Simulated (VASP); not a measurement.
Wanted: an ASE script for a VASP 6.6.1 run.

```yaml
Task: single point
Functional: PBE
Potentials_or_basis: VASP PAW PBE potentials, release 54 (Si)
Cutoff: 520 eV
k_mesh: 6 × 6 × 6
Occupations: gaussian, width 0.1 eV
Spin: no spin polarisation
Further_INCAR_settings: ALGO = Normal; EDIFF = 1.00e-07; NBANDS = 26
```

The structure of Si lies in POSCAR:

```
Si
1.0
    4.7132352766      2.7211876557      1.8839989006
   -4.7132352766      2.7211876557      1.8839989006
    0.0000000000     -5.4423753114      1.8839989006
Si
8
Direct
    0.5187605000      0.0171024200      0.7149106100
    0.2871548500      0.2871548500      0.2871548500
    0.7149106100      0.5187605000      0.0171024200
    0.4812395000      0.9828975800      0.2850893900
    0.2850893900      0.4812395000      0.9828975800
    0.7128451500      0.7128451500      0.7128451500
    0.9828975800      0.2850893900      0.4812395000
    0.0171024200      0.7149106100      0.5187605000
```

This isn't the form of Si at room conditions, which is diamond.

These files were run (other wordings do the same):

run.py

```python
from ase.calculators.vasp import Vasp
from ase.dft.bandgap import bandgap
from ase.io import read

atoms = read('POSCAR')
calc = Vasp(
    directory='calc',
    xc='pbe',
    pp='PBE',
    setups='recommended',
    pp_version='54',
    prec='Accurate',
    encut=520,
    ediff=1e-07,
    ismear=0,
    sigma=0.1,
    lreal=False,
    lasph=True,
    nelm=60,
    algo='Normal',
    isif=2,
    lwave=False,
    lcharg=False,
    kpts=[6, 6, 6],
    gamma=True,
    nbands=26,
)
atoms.calc = calc

print('energy (eV):', atoms.get_potential_energy())
print('free energy (eV):', atoms.get_potential_energy(force_consistent=True))
print('forces (eV/A):')
print(atoms.get_forces())
print('stress (eV/A^3, Voigt):', atoms.get_stress())
print('Fermi level (eV):', calc.get_fermi_level())
gap, top, bottom = bandgap(calc)
print('band gap (eV):', gap, 'from (spin, k, band)', top, 'to', bottom)
```

Potentials or basis: VASP PAW PBE potentials, release 54 (Si).

Run with:

```console
$ python run.py
```

Results of the run:

```yaml
Pressure: 0.9 GPa
Largest_force: 0.147 eV/Å
Band_gap_on_the_k_mesh: none (metal or under the smearing width)
```

Wall time 110 s on 1 thread of Intel(R) Xeon(R) 6975P-C (Granite Rapids) (shared host), peak memory 0.35 GiB.
